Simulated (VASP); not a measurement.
# SiO2 (Quartz): the relaxed cell at several levels of theory, part 2 of 3

How much does the relaxed cell of SiO2 (Quartz) depend on the functional? The starting structure is a measured crystal structure from the Crystallography Open Database. The first relaxation on each setting starts from this cell expanded by 3 % in volume.

VASP 6.6.1.

Results so far: PBEsol 12.93 Å³ an atom; LDA 12.25 Å³ an atom.

**4. Relaxation with PBE**

Level of this step: PBE; plane waves and PAW (Si, O) (VASP).

PBE, the usual starting point, adds the gradient of the density. This run starts from the cell of an earlier relaxation, which isn't shown; the restart sets up the plane waves anew.

File INCAR:

```
SYSTEM = SiO2
PREC = Accurate
ENCUT = 520
EDIFF = 1E-06
NELM = 100
ISMEAR = 0
SIGMA = 0.03
LREAL = .FALSE.
ALGO = Normal
GGA = PE
NBANDS = 33
LORBIT = 11
LWAVE = .FALSE.
LCHARG = .FALSE.
KPAR = 16
IBRION = 2
NSW = 50
ISIF = 3
EDIFFG = -0.006
```

File POSCAR:

```
SiO2
1.0
    5.0259342319      0.0000000000      0.0000000000
   -2.5129671160      4.3525867227      0.0000000000
    0.0000000000      0.0000000000      5.5143001196
Si O
3 6
Direct
    0.5231070928      0.5231070928      0.0000000000
    0.0000000000      0.4768929072      0.3333333333
    0.4768929072      0.0000000000      0.6666666667
    0.1600915998      0.7450479404      0.5378445169
    0.8399084002      0.5849563407      0.1288221497
    0.5849563407      0.8399084002      0.8711778503
    0.7450479404      0.1600915998      0.4621554831
    0.2549520596      0.4150436593      0.2045111836
    0.4150436593      0.2549520596      0.7954888164
```

File KPOINTS:

```
Automatic mesh
0
Gamma
6 6 4
0 0 0
```

Potentials, in the order of the species: Si and O (PBE family, release 64).

Command:

```
> mpirun -np 16 vasp_std
```

The log of the run:

```text
[banner, memory and clock lines left out]
running   16 mpi-ranks, on    1 nodes
[...]
[... a notice as in an earlier step ...]

 LDA part: xc-table for (Slater+PW92), standard interpolation
 POSCAR, INCAR and KPOINTS ok, starting setup
[...]
entering main loop
       N       E                     dE             d eps       ncg     rms          rms(c)
DAV:   1     0.293130228232E+03    0.29313E+03   -0.24937E+04  1584   0.133E+03
DAV:   2    -0.601673385596E+02   -0.35330E+03   -0.34294E+03  2062   0.311E+02
DAV:   3    -0.803579449586E+02   -0.20191E+02   -0.20106E+02  1992   0.792E+01
DAV:   4    -0.805880727143E+02   -0.23013E+00   -0.22988E+00  1976   0.948E+00
[...]
DAV:  12    -0.711377666895E+02   -0.88676E-05   -0.26367E-05  1951   0.301E-02    0.169E-02
DAV:  13    -0.711377687297E+02   -0.20402E-05   -0.13011E-05  1952   0.198E-02    0.372E-03
DAV:  14    -0.711377693269E+02   -0.59720E-06   -0.48005E-07  1350   0.419E-03
   1 F= -.71137769E+02 E0= -.71137769E+02  d E =-.711378E+02
[...]
reached required accuracy - stopping structural energy minimisation
```

Wall time 8.6 s (16 MPI ranks of Intel Xeon 6975P-C (Granite Rapids), shared host); peak memory 4.7 GiB; 1.7 min of CPU time.

Parts of OUTCAR (step 4):

```text
  Total        0.0110479      0.0110479      0.0161546     -0.0000000      0.0000000      0.0000000
  in kB        0.1467357      0.1467357      0.2145620     -0.0000000      0.0000000      0.0000000
  external PRESSURE =       0.1693444 kB  Pullay stress =       0.0000000 kB

 POSITION                                       TOTAL-FORCE (eV/Angst)
 -----------------------------------------------------------------------------------
      1.31455      2.27687      0.00000        -0.002096     -0.003631      0.000000
     -1.19842      2.07572      1.83810        -0.002096      0.003631      0.000000
      2.39683      0.00000      3.67620         0.004192     -0.000000     -0.000000
     -1.06767      3.24289      2.96584        -0.002969      0.000815     -0.002647
      2.75135      2.54607      0.71036         0.000779      0.002979      0.002647
      0.82929      3.65577      4.80394         0.002191      0.002164     -0.002647
      3.34226      0.69681      2.54846         0.002191     -0.002164      0.002647
      0.23838      1.80651      1.12774         0.000779     -0.002979     -0.002647
      1.44530      1.10970      4.38656        -0.002969     -0.000815      0.002647
 -----------------------------------------------------------------------------------
    total drift:                               -0.000001     -0.000001      0.000000

  FREE ENERGIE OF THE ION-ELECTRON SYSTEM (eV)
  ---------------------------------------------------
  free  energy   TOTEN  =       -71.1377693269 eV

  energy  without entropy=      -71.1377693269  energy(sigma->0) =      -71.13776933

[... 2 parts as in an earlier step ...]

[... 2 further parts left out ...]
[key lines of the parts left out:]
E-fermi :   0.8251
```

With PBE the relaxed cell holds 13.403 Å³ an atom, +6.34 % against the measured cell, with a = 5.026 Å and c = 5.514 Å. That is +3.65 % from PBEsol.

**5. Relaxation with PBEsol + D3(BJ)**

D3 with Becke-Johnson damping keeps a finite attraction at short range. This run starts from the cell of an earlier relaxation, which isn't shown and hadn't converged.

INCAR: that of step 4 with these lines changed.

```diff
@@ -9,3 +9,4 @@
 ALGO = Normal
-GGA = PE
+GGA = PS
+IVDW = 12
 NBANDS = 33
```

File POSCAR:

```
SiO2
1.0
    4.8812760586      0.0000000000      0.0000000000
   -2.4406380293      4.2273090697      0.0000000000
    0.0000000000      0.0000000000      5.3889055386
Si O
3 6
Direct
    0.5363787108      0.5363787108      0.0000000000
    1.0000000000      0.4636212892      0.3333333333
    0.4636212892      0.0000000000      0.6666666667
    0.1315992028      0.7219646939      0.5563762315
    0.8684007972      0.5903654911      0.1102904351
    0.5903654911      0.8684007972      0.8897095649
    0.7219646939      0.1315992028      0.4436237685
    0.2780353061      0.4096345089      0.2230428982
    0.4096345089      0.2780353061      0.7769571018
```

KPOINTS is that of step 4.

Command:

```
> mpirun -np 16 vasp_std
```

The log of the run:

```text
[banner, memory and clock lines left out]
running   16 mpi-ranks, on    1 nodes
[...]
[... a notice as in an earlier step ...]

 [... a notice as in an earlier step ...]

 LDA part: xc-table for (Slater+PW92), standard interpolation
 POSCAR, INCAR and KPOINTS ok, starting setup
[...]
entering main loop
       N       E                     dE             d eps       ncg     rms          rms(c)
DAV:   1     0.268075875373E+03    0.26808E+03   -0.25290E+04  1592   0.135E+03
DAV:   2    -0.651386069428E+02   -0.33321E+03   -0.32337E+03  2040   0.308E+02
DAV:   3    -0.823001245972E+02   -0.17162E+02   -0.17095E+02  1976   0.738E+01
DAV:   4    -0.824856588996E+02   -0.18553E+00   -0.18533E+00  1983   0.859E+00
[...]
DAV:  12    -0.739746618916E+02   -0.46534E-06   -0.35345E-05  1992   0.355E-02    0.142E-02
DAV:  13    -0.739746644952E+02   -0.26036E-05   -0.13176E-05  1992   0.191E-02    0.376E-03
DAV:  14    -0.739746649424E+02   -0.44719E-06   -0.50953E-07  1408   0.423E-03
[...]
DAV:   2    -0.739745102892E+02   -0.52146E-05   -0.30037E-04  2016   0.101E-01    0.202E-02
DAV:   3    -0.739745001043E+02    0.10185E-04   -0.92049E-06  2006   0.237E-02    0.924E-03
DAV:   4    -0.739744983139E+02    0.17904E-05   -0.74702E-06  1984   0.179E-02    0.156E-03
DAV:   5    -0.739744984042E+02   -0.90321E-07   -0.94678E-07  1094   0.592E-03
   2 F= -.75011079E+02 E0= -.75011079E+02  d E =0.425174E-04
 trial-energy change:    0.000043  1 .order    0.000043   -0.000048    0.000133
 step:   0.2648(harm=  0.2648)  dis= 0.00010  next Energy=   -75.011127 (dE=-0.636E-05)
[...]
N       E                     dE             d eps       ncg     rms          rms(c)
DAV:   1    -0.739746426653E+02   -0.14435E-03   -0.51525E-03  1610   0.453E-01    0.407E-02
DAV:   2    -0.739746451293E+02   -0.24640E-05   -0.16216E-04  2014   0.746E-02    0.149E-02
DAV:   3    -0.739746394998E+02    0.56295E-05   -0.49699E-06  2007   0.174E-02    0.695E-03
DAV:   4    -0.739746384366E+02    0.10631E-05   -0.40190E-06  1770   0.133E-02    0.114E-03
DAV:   5    -0.739746384461E+02   -0.94578E-08   -0.56855E-07   974   0.468E-03
   3 F= -.75011127E+02 E0= -.75011127E+02  d E =-.634264E-05
[...]
reached required accuracy - stopping structural energy minimisation
```

Elapsed: 14 s, on 16 MPI ranks; peak memory 4.5 GiB.

From OUTCAR (step 5):

```text
 Edisp (eV)   -1.03658

 Edisp (eV)   -1.03649

  Total      -0.00958    -0.00958     0.01292    -0.00000     0.00000     0.00000
  in kB      -0.13803    -0.13803     0.18615    -0.00000     0.00000     0.00000
  external pressure =       -0.03 kB  Pullay stress =        0.00 kB

 POSITION                                       TOTAL-FORCE (eV/Angst)
 -----------------------------------------------------------------------------------
      1.30910      2.26743      0.00000        -0.001626     -0.002816     -0.000000
     -1.13144      1.95971      1.79639        -0.001626      0.002816     -0.000000
      2.26288      0.00000      3.59278         0.003252      0.000000     -0.000000
     -1.11961      3.05195      2.99846        -0.000794      0.000186     -0.001377
      2.79783      2.49558      0.59431         0.000236      0.000780      0.001377
      0.76233      3.67078      4.79485         0.000558      0.000595     -0.001377
      3.20287      0.55637      2.39070         0.000558     -0.000595      0.001377
      0.35728      1.73156      1.20208         0.000236     -0.000780     -0.001377
      1.32094      1.17520      4.18709        -0.000794     -0.000186      0.001377
 -----------------------------------------------------------------------------------
    total drift:                                0.000002      0.000004     -0.000000

  FREE ENERGIE OF THE ION-ELECTRON SYSTEM (eV)
  ---------------------------------------------------
  free  energy   TOTEN  =       -75.0111274493 eV

  energy  without entropy=      -75.0111274493  energy(sigma->0) =      -75.01112745

[... 2 parts as in an earlier step ...]

[... 2 further parts left out ...]
[key lines of the parts left out:]
E-fermi :   1.3849
```

With PBEsol + D3(BJ) the relaxed cell holds 12.355 Å³ an atom, -1.97 % against the measured cell, with a = 4.881 Å and c = 5.389 Å. That is -4.46 % from PBEsol.

**6. Relaxation with r2SCAN**

r2SCAN adds the kinetic-energy density, costs more than a GGA and is run with LASPH. This run starts from the cell of an earlier relaxation, which isn't shown; the restart sets up the plane waves anew.

INCAR: that of step 5 with these lines changed.

```diff
@@ -9,4 +9,4 @@
 ALGO = Normal
-GGA = PS
-IVDW = 12
+METAGGA = R2SCAN
+LASPH = .TRUE.
 NBANDS = 33
```

File POSCAR:

```
SiO2
1.0
    4.9236868326      0.0000000000      0.0000000000
   -2.4618434163      4.2640378774      0.0000000000
    0.0000000000      0.0000000000      5.4243941118
Si O
3 6
Direct
    0.5309251417      0.5309251417      0.0000000000
    0.0000000000      0.4690748583      0.3333333333
    0.4690748583      0.0000000000      0.6666666667
    0.1448313744      0.7312359978      0.5482758069
    0.8551686256      0.5864046234      0.1183908597
    0.5864046234      0.8551686256      0.8816091403
    0.7312359978      0.1448313744      0.4517241931
    0.2687640022      0.4135953766      0.2149424736
    0.4135953766      0.2687640022      0.7850575264
```

KPOINTS is that of step 5.

Command:

```
> mpirun -np 16 vasp_std
```

The log of the run:

```text
[banner, memory and clock lines left out]
running   16 mpi-ranks, on    1 nodes
[...]
[... a notice as in an earlier step ...]

 [... a notice as in an earlier step ...]

 LDA part: xc-table for (None), standard interpolation
 POSCAR, INCAR and KPOINTS ok, starting setup
[...]
entering main loop
       N       E                     dE             d eps       ncg     rms          rms(c)
DAV:   1     0.253962857712E+03    0.25396E+03   -0.25927E+04  1584   0.138E+03
DAV:   2    -0.949089500837E+02   -0.34887E+03   -0.33824E+03  2039   0.314E+02
DAV:   3    -0.112940995138E+03   -0.18032E+02   -0.17963E+02  1992   0.761E+01
DAV:   4    -0.113128199335E+03   -0.18720E+00   -0.18705E+00  1967   0.869E+00
[...]
DAV:  11    -0.894305367410E+02   -0.39763E-03   -0.38293E-04  1872   0.144E-01    0.433E-02
DAV:  12    -0.894305296479E+02    0.70931E-05   -0.14843E-05  2016   0.262E-02    0.217E-02
DAV:  13    -0.894305288936E+02    0.75431E-06   -0.47376E-06  1768   0.128E-02
   1 F= -.89430529E+02 E0= -.89430529E+02  d E =-.894305E+02
[...]
reached required accuracy - stopping structural energy minimisation
```

Elapsed: 23 s, on 16 MPI ranks; peak memory 4.7 GiB; 4.7 min of CPU time.

OUTCAR, selected parts (step 6):

```text
  Total        0.0353178      0.0353178     -0.0075113      0.0000000      0.0000000      0.0000000
  in kB        0.4968691      0.4968691     -0.1056733      0.0000000      0.0000000      0.0000000
  external PRESSURE =       0.2960216 kB  Pullay stress =       0.0000000 kB

 POSITION                                       TOTAL-FORCE (eV/Angst)
 -----------------------------------------------------------------------------------
      1.30705      2.26388      0.00000         0.001001      0.001734     -0.000000
     -1.15479      2.00015      1.80813         0.001001     -0.001734     -0.000000
      2.30958      0.00000      3.61626        -0.002003      0.000000     -0.000000
     -1.08708      3.11802      2.97406        -0.003646      0.000453     -0.000858
      2.76695      2.50045      0.64220         0.001431      0.003384      0.000858
      0.78198      3.64647      4.78220         0.002215      0.002931     -0.000858
      3.24382      0.61757      2.45033         0.002215     -0.002931      0.000858
      0.30510      1.76359      1.16593         0.001431     -0.003384     -0.000858
      1.37476      1.14602      4.25846        -0.003646     -0.000453      0.000858
 -----------------------------------------------------------------------------------
    total drift:                               -0.000029     -0.000050      0.000000

  FREE ENERGIE OF THE ION-ELECTRON SYSTEM (eV)
  ---------------------------------------------------
  free  energy   TOTEN  =       -89.4305288936 eV

  energy  without entropy=      -89.4305288936  energy(sigma->0) =      -89.43052889

[... 2 parts as in an earlier step ...]

[... 2 further parts left out ...]
[key lines of the parts left out:]
E-fermi :   0.8152
```

With r2SCAN the relaxed cell holds 12.654 Å³ an atom, +0.40 % against the measured cell, with a = 4.924 Å and c = 5.424 Å. That is -2.15 % from PBEsol.

**7. Relaxation with r2SCAN + rVV10**

rVV10 adds a nonlocal correlation energy for dispersion. This run starts from the cell of an earlier relaxation, which isn't shown and was stopped at its time limit.

INCAR: that of step 6 with these lines changed.

```diff
@@ -10,2 +10,6 @@
 METAGGA = R2SCAN
+LUSE_VDW = .TRUE.
+IVDW_NL = 2
+BPARAM = 11.95
+CPARAM = 0.0093
 LASPH = .TRUE.
```

File POSCAR:

```
SiO2
1.0
    4.8905064292      0.0000000000      0.0000000000
   -2.4452532146      4.2353028051      0.0000000000
    0.0000000000      0.0000000000      5.4118154708
Si O
3 6
Direct
    0.5348202013      0.5348202013      0.0000000000
    1.0000000000      0.4651797987      0.3333333333
    0.4651797987      0.0000000000      0.6666666667
    0.1386188476      0.7261730817      0.5513137278
    0.8613811524      0.5875542341      0.1153529388
    0.5875542341      0.8613811524      0.8846470612
    0.7261730817      0.1386188476      0.4486862722
    0.2738269183      0.4124457659      0.2179803945
    0.4124457659      0.2738269183      0.7820196055
```

KPOINTS is that of step 6.

Command:

```
> mpirun -np 16 vasp_std
```

The log of the run:

```text
[banner, memory and clock lines left out]
running   16 mpi-ranks, on    1 nodes
[...]
[... a notice as in an earlier step ...]

|                                                                             |
|               ----> ADVICE to this user running VASP <----                  |
|                                                                             |
|     You have switched on vdW-DFT.                                           |
|     This routine was written and supplied by Jiri Klimes. We recommend      |
|     that you carefully read and cite the following publications:            |
|       J. Klimes, D.R. Bowler, A. Michelides                                 |
|          J. Phys.: Cond Matt. 22 022201 (2010)                              |
|       J. Klimes, D.R. Bowler, A. Michelides                                 |
|          Phys. Rev. B. 83, 195131 (2011)                                    |
|     and references therein.                                                 |
[...]
5 F= -.87954062E+02 E0= -.87954062E+02  d E =-.634239E-03
   6 F= -.87954113E+02 E0= -.87954113E+02  d E =-.685611E-03
   7 F= -.87954211E+02 E0= -.87954211E+02  d E =-.978089E-04
   8 F= -.87954282E+02 E0= -.87954282E+02  d E =-.168895E-03
   9 F= -.87954370E+02 E0= -.87954370E+02  d E =-.878003E-04
  10 F= -.87954612E+02 E0= -.87954612E+02  d E =-.329196E-03
  11 F= -.87955000E+02 E0= -.87955000E+02  d E =-.717292E-03
  12 F= -.87955393E+02 E0= -.87955393E+02  d E =-.111094E-02
  13 F= -.87955402E+02 E0= -.87955402E+02  d E =-.111933E-02
  14 F= -.87955680E+02 E0= -.87955680E+02  d E =-.278314E-03
  15 F= -.87955680E+02 E0= -.87955680E+02  d E =-.278680E-03
  16 F= -.87955879E+02 E0= -.87955879E+02  d E =-.198886E-03
  17 F= -.87956074E+02 E0= -.87956074E+02  d E =-.393877E-03
  18 F= -.87956161E+02 E0= -.87956161E+02  d E =-.870208E-04
  19 F= -.87956165E+02 E0= -.87956165E+02  d E =-.907950E-04
  20 F= -.87956189E+02 E0= -.87956189E+02  d E =-.239674E-04
  21 F= -.87956202E+02 E0= -.87956202E+02  d E =-.368162E-04
  22 F= -.87956219E+02 E0= -.87956219E+02  d E =-.172383E-04
 trial-energy change:   -0.000017  1 .order   -0.000018   -0.000028   -0.000008
 step:   0.5386(harm=  0.5386)  dis= 0.00038  next Energy=   -87.956221 (dE=-0.192E-04)
 reached required accuracy - stopping structural energy minimisation
```

Elapsed: 13 min, on 16 MPI ranks; peak memory 7.6 GiB; 3.5 h of CPU time.

From OUTCAR (step 7):

```text
  Total       -0.0137607     -0.0137607      0.0082529      0.0000000      0.0000000      0.0000000
  in kB       -0.1990934     -0.1990934      0.1194054      0.0000000      0.0000000      0.0000000
  external PRESSURE =      -0.0929271 kB  Pullay stress =       0.0000000 kB

 POSITION                                       TOTAL-FORCE (eV/Angst)
 -----------------------------------------------------------------------------------
      1.30620      2.26241      0.00000         0.001810      0.003135      0.000000
     -1.13108      1.95908      1.79380         0.001810     -0.003135     -0.000000
      2.26215      0.00000      3.58759        -0.003620     -0.000000      0.000000
     -1.10827      3.05191      2.98642        -0.004583      0.001378     -0.000835
      2.78565      2.48575      0.60118         0.001098      0.004658      0.000835
      0.75989      3.65532      4.78021         0.003485      0.003280     -0.000835
      3.19717      0.56617      2.39497         0.003485     -0.003280      0.000835
      0.34838      1.73574      1.19262         0.001098     -0.004658     -0.000835
      1.32900      1.16957      4.18877        -0.004583     -0.001378      0.000835
 -----------------------------------------------------------------------------------
    total drift:                               -0.000029     -0.000050     -0.000000

  FREE ENERGIE OF THE ION-ELECTRON SYSTEM (eV)
  ---------------------------------------------------
  free  energy   TOTEN  =       -87.9562190777 eV

  energy  without entropy=      -87.9562190777  energy(sigma->0) =      -87.95621908

[... 2 parts as in an earlier step ...]

[... 2 further parts left out ...]
[key lines of the parts left out:]
E-fermi :   0.9950
```

With r2SCAN + rVV10 the relaxed cell holds 12.304 Å³ an atom, -2.38 % against the measured cell, with a = 4.875 Å and c = 5.381 Å. That is -4.85 % from PBEsol.

(Part 2 of 3 ends here.)

[Lines on the potential files, build, host, timing and source positions are cut from VASP's logs without a mark.]

[Logs are printed without paths, hosts, clocks, repeated set-up lines and the standing remarks that a program may print on its own settings, such as how far it seeks lower states.]

[Hosts, paths, dates, database ids (printed as entryN), source tags and the programs' standing remarks are cut or masked in the printed files.]
